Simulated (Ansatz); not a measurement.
CO2 (from a published structure) was relaxed with 4 functionals in the PAW code Ansatz, cell and atoms free, the symmetry of the start kept (meshes: PBE 10×10×10, r2SCAN 8×8×8, PBEsol 8×8×8, LDA 8×8×8). Computed at 0 K without zero-point motion; spin polarisation is off.

The LDA result:
```cif
data_structure
_symmetry_space_group_name_H-M 'P 1'
_symmetry_Int_Tables_number 1
_cell_length_a 4.0211
_cell_length_b 4.0211
_cell_length_c 4.0211
_cell_angle_alpha 122.494
_cell_angle_beta 122.494
_cell_angle_gamma 85.733
_cell_volume 44.11
loop_
_atom_site_label
_atom_site_type_symbol
_atom_site_fract_x
_atom_site_fract_y
_atom_site_fract_z
_atom_site_occupancy
C1 C 0.00000 0.00000 0.00000 1
C2 C 0.75000 0.25000 0.50000 1
O1 O 0.37500 0.29409 0.41909 1
O2 O 0.70591 0.12500 0.08091 1
O3 O 0.87500 0.95591 0.58091 1
O4 O 0.04409 0.62500 0.91909 1
```

Space group I-42d (No. 122), tetragonal; conventional cell a = 3.869 Å, c = 5.894 Å, 7.35 Å³ an atom. Around C lie 4 O at 1.38 Å; around O lie 2 C at 1.38 Å.

Problem. How does the cell change with PBEsol?

Solution. a = 3.919 Å, c = 5.935 Å; the volume differs by +3.3 % from LDA's. C is surrounded by 4 O at 1.39 Å; O is surrounded by 2 C at 1.39 Å.

Problem. What lattice does PBE give?

Solution. a = 3.964 Å, c = 5.984 Å; the volume differs by +6.6 % from LDA's. C has 4 O at 1.40 Å; O has 2 C at 1.40 Å.

Problem. Held at the r2SCAN cell, what mean stress do LDA and PBE find, and does its sign point to their own minimum?

Solution. Yes. LDA -6.62 GPa, and its relaxed volume is -2.8 % from r2SCAN's; PBE +7.68 GPa, and its relaxed volume is +3.7 % from r2SCAN's. Compression counts positive, so a positive stress asks for a larger cell.
